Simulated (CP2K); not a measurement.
The system is Si.

```xyz
2
Lattice="3.8493 0.0000 0.0000 1.9246 3.3336 0.0000 1.9246 1.1112 3.1429" Properties=species:S:1:pos:R:3 pbc="T T T"
Si    3.8493    2.2224    1.5715
Si    5.7739    3.3336    2.3572
```

Program: CP2K 2026.2. Alike in all runs: task band structure; no spin polarisation; cell as given; k mesh 8 × 8 × 8.

Task: Order these runs on this cell by their pressure, lowest first.
A. level r2SCAN; potentials or basis POTENTIAL_UZH Si GTH-SCAN-q4; TZVP-MOLOPT-SCAN-GTH basis; smearing fermi-dirac 0.1 eV; EPS_DEFAULT 1.0E-9; NGRIDS 5; basis sets Si TZVP-MOLOPT-SCAN-GTH-q4; potentials Si GTH-SCAN-q4 of POTENTIAL_UZH; points a segment of the path (NPOINTS) 6
B. level PBE; potentials or basis POTENTIAL_UZH Si GTH-PBE-q4; TZVP-MOLOPT-PBE-GTH basis; smearing fermi-dirac 0.01 eV; EPS_DEFAULT 1.0E-9; NGRIDS 4; basis sets Si TZVP-MOLOPT-PBE-GTH-q4; potentials Si GTH-PBE-q4 of POTENTIAL_UZH; points a segment of the path (NPOINTS) 10
C. level LDA; potentials or basis GTH_POTENTIALS Si GTH-PADE-q4; TZVP-MOLOPT-PBE-GTH basis; smearing fermi-dirac 0.01 eV; EPS_DEFAULT 1.0E-10; NGRIDS 4; basis sets Si TZVP-MOLOPT-PBE-GTH-q4; potentials Si GTH-PADE-q4 of GTH_POTENTIALS; points a segment of the path (NPOINTS) 6

Result: C (-2.8 GPa), A (-1.0 GPa), B (1.2 GPa).

Caveats: the basis of atomic orbitals isn't converged, which shifts pressures, moduli and gaps.

Not every run made on this cell is shown here.
